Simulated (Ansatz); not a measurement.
**Ruthenium, fcc under PBE: structure, energy and stiffness**

Aim: take ruthenium in the fcc structure, relax it, solve it on a dense k-mesh, switch on spin-orbit coupling, then scale the cell to 7 volumes from 88 to 112 % of the relaxed one and try a fit of the equation of state. The k-meshes are 14×14×14 for the relaxation; 23×23×23 for the dense run; 14×14×14 for spin-orbit coupling; 23×23×23 for the volumes.

This is Ru in the fcc structure; at room conditions it is hcp.

Computed with Ansatz 0.2.0 (DFT PBE, plane waves (420 eV) with PAW, scalar-relativistic, unless a step says otherwise).

### Step 1. The starting structure

The structure is cubic, space group Fm-3m (No. 225). The conventional cell has a = 3.785 Å, b = 3.785 Å, c = 3.785 Å, α = 90.00°, β = 90.00°, γ = 90.00°. Ru (site symmetry m-3m) is surrounded by 12 Ru at 2.68 Å.

Coordinates:

```
CELL_PARAMETERS angstrom
0.00000 1.89243 1.89243
1.89243 0.00000 1.89243
1.89243 1.89243 0.00000
ATOMIC_POSITIONS crystal
Ru 0.00000 0.00000 0.00000
```

### Step 2. Geometry optimisation

Contents of input.yaml:

```yaml
crystal:
  lattice:
    - [0.0, 1.8924348942, 1.8924348942]
    - [1.8924348942, 0.0, 1.8924348942]
    - [1.8924348942, 1.8924348942, 0.0]
  atoms:
    - { symbol: Ru, position: [0.0, 0.0, 0.0] }
hamiltonian:
  xc: pbe
  pseudopotentials:
    kind: paw
    azcp:
      Ru: "pseudopotentials/Ru.paw.azcp"
basis:
  ecutwfc: 420
  fft_grid_basis: typed
kpoints:
  mp_grid: { grid: [14, 14, 14], shift: [0, 0, 0] }
magnetization:
  spin_polarized: false
scf:
  occupations: { method: fermi_dirac, width: 0.1 }
relax:
  max_steps: 60
  f_tol: 0.01
  cell: {}
```

After this run come: Dense single point; Spin-orbit coupling switched on; Equation of state: 88 %; Equation of state: 92 %; Equation of state: 96 %; Equation of state: 100 %; Equation of state: 104 %; Equation of state: 108 %; Equation of state: 112 %.

Before running it: what results should come out? Wanted: space group; conventional cell; volume; shortest distance; gap on the mesh; relative to hcp; V₀, B₀, B₀′.

As calculated:

| quantity | value |
| --- | --- |
| space group (spins left aside) | Fm-3m (No. 225) |
| conventional cell | a = 3.812 Å |
| volume | 13.851 Å³/atom |
| shortest distance | 2.696 Å |
| gap on the mesh | none (levels filled in part) |
| relative to hcp | +115 meV/atom |
| V₀, B₀, B₀′ | 13.830 Å³/atom, 306 GPa, 4.8 |

**Reading.** From the guessed start the volume grew by 2.2 % in 5 steps. Against the reference form of ruthenium (hcp, computed apart with the same settings) it stands 115 meV/atom higher. No gap shows: it is a metal or semimetal at this level. The total energy of the spin-orbit run lies -1.6 eV/atom from the scalar one, but the two kinds of run don't share a zero of energy: only differences within one kind count. The fitted modulus is 306 GPa, among the stiffest elements. The symmetry was held, so the structure may be unstable against distortions that break it.
